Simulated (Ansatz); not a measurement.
Crystal: Pt.

```
Pt
1.0
     0.00000    1.96090    1.96090
     1.96090    0.00000    1.96090
     1.96090    1.96090    0.00000
Pt
1
Cartesian
  0.0000 0.0000 0.0000
```

Base run:

| Property | Result |
| --- | --- |
| Program | Ansatz 0.2.0 |
| Functional | PBE |
| Potentials or basis | Ansatz PAW |
| Cutoff | 420 eV (not typed: the program's choice for these potentials) |
| k mesh | 9 × 9 × 9 |
| Occupations | fermi-dirac, width 0.05 eV |
| Spin | spin-orbit coupling, no magnetisation |

Its results: band gap on the k mesh none (metal or under the smearing width); pressure 9.9 GPa.

Problem. The run is repeated on the same cell with these changes: functional from PBE to LDA. What comes out?

Solution. Band gap on the k mesh none (metal or under the smearing width); pressure -6.2 GPa.

LDA binds more tightly than PBE, so the same cell stands under less pressure.

Caveats: the PAW data sets come from PBE, with cores solved anew for the run's functional, which leaves a small shift of forces and pressure (some runs).
